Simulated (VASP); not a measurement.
This VASP 6.6.1 run on Os needs a look.

File run.py:

```python
from ase.calculators.vasp import Vasp
from ase.io import read
from ase.optimize import LBFGS

atoms = read('Os.cif')
calc = Vasp(
    directory='calc',
    xc='rpbe',
    pp='PBE',
    setups='recommended',
    prec='Accurate',
    encut=520,
    ediff=1e-06,
    ismear=1,
    sigma=0.2,
    lreal=False,
    lasph=True,
    nelm=66,
    algo='Normal',
    isif=2,
    lwave=True,
    lcharg=False,
    ivdw=12,
    kpts=[1, 1, 1],
    gamma=True,
)
atoms.calc = calc
opt = LBFGS(atoms, trajectory='relax.traj')
converged = opt.run(fmax=0.02, steps=30)
print('converged:', converged)

print('energy (eV):', atoms.get_potential_energy())
print('free energy (eV):', atoms.get_potential_energy(force_consistent=True))
print('forces (eV/A):')
print(atoms.get_forces())
print('stress (eV/A^3, Voigt):', atoms.get_stress())
print('Fermi level (eV):', calc.get_fermi_level())
print('cell (A, degrees):', atoms.cell.cellpar())
print('volume (A^3):', atoms.get_volume())
print('scaled positions:')
print(atoms.get_scaled_positions())
```

Contents of Os.cif:

```cif
data_Os
_cell_length_a 2.75727417
_cell_length_b 2.76153212
_cell_length_c 2.72554833
_cell_angle_alpha 60.94213808
_cell_angle_beta 59.42907630
_cell_angle_gamma 60.04804203
_space_group_name_H-M_alt 'P1'
_space_group_name_Hall 'P 1'
_space_group_IT_number 1
loop_
_space_group_symop_operation_xyz
'x,y,z'
loop_
_atom_site_label
_atom_site_type_symbol
_atom_site_symmetry_multiplicity
_atom_site_Wyckoff_symbol
_atom_site_fract_x
_atom_site_fract_y
_atom_site_fract_z
_atom_site_occupancy
Os1 Os 1 a 0.0342100000 -0.0006230000 -0.0290000000 1
```

Potentials or basis: VASP PAW PBE potentials, release 64 (Os).

Launch:

```console
$ python run.py
```

Output:

```text
Step     Time          Energy          fmax
LBFGS:    0 --:--:--      -22.383092        0.000000
converged: True
energy (eV): -22.3874901
free energy (eV): -22.38309164
forces (eV/A):
[[0. 0. 0.]]
stress (eV/A^3, Voigt): [ 0.63688835  0.4906004   0.57391939 -0.08928794  0.00981966 -0.00920337]
Fermi level (eV): 6.77973803
cell (A, degrees): [ 2.75727417  2.76153212  2.72554833 60.94213808 59.4290763  60.04804203]
volume (A^3): 14.715963733716436
scaled positions:
[[0.03421  0.999377 0.971   ]]
```

OUTCAR:

```text
ENCUT = 520.000000
[... 229 lines left out ...]
  free  energy   TOTEN  =       -22.3830916372 eV

  energy  without entropy=      -22.3962870121  energy(sigma->0) =      -22.38749010
```

Task: What happened, and what is wrong with the input?

Result: Self-consistency was reached. The input holds a flaw that was put in on purpose: one k point for a small cell (k = 1 × 1 × 1). The program doesn't stop on it, so the numbers can't be trusted though the run ends normally.
